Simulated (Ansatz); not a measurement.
CoO:

```
Co O
1.0
     2.85630    0.00000    0.00000
    -1.42815    2.47363    0.00000
     0.00000    0.00000    2.78761
Co O
1 1
Direct
  0.00000 0.00000 0.00000
  0.66667 0.33333 0.50000
```

Measurements of this composition are mostly on another form, of space group No. 225.

```yaml
Program: Ansatz 0.2.0
Task: single point
Functional: PBE
Potentials_or_basis: Ansatz PAW
Cutoff: "420 eV (not typed: the program's choice for these potentials)"
k_mesh: 11 × 11 × 10
Occupations: fermi-dirac, width 0.05 eV
Spin: collinear spin, ferromagnetic start
Starting_moments: "[2.0, 0.0] μB"
```

On this cell: pressure -7.8 GPa; largest force under 0.003 eV/Å; net moment 3.00 μB per cell; site moments Co +2.52; O +0.41 μB; band gap on the k mesh none (metal or under the smearing width).

The same run follows on a disturbed copy (atoms moved at random, drawn with an rms of 0.05 Å):

```
Co O
1.0
     2.85630    0.00000    0.00000
    -1.42815    2.47363    0.00000
     0.00000    0.00000    2.78761
Co O
1 1
Direct
  0.01178 0.00457 0.98102
  0.64543 0.32787 0.50756
```

Q: What does the disturbed cell give?

A: The energy (extrapolated to zero smearing) moves by +4.7 meV/atom; pressure -6.7 GPa; largest force 0.213 eV/Å; net moment 3.00 μB per cell; site moments Co +2.48; O +0.41 μB; band gap on the k mesh none (metal or under the smearing width).

Forces in eV/Å, atoms in the order of the input:
```
Co  -0.179 -0.057  0.099
O    0.179  0.057 -0.099
```

Stress tensor (GPa, compression positive):
```
-5.24  0.01 -0.81
 0.01 -5.34 -0.32
-0.81 -0.32 -9.62
```

Caveats: a cell with one magnetic atom can't hold antiferromagnetic order, which such compounds often take; semilocal functionals often make such compounds metallic where correlation or magnetic order opens a gap, which also shifts bond lengths.
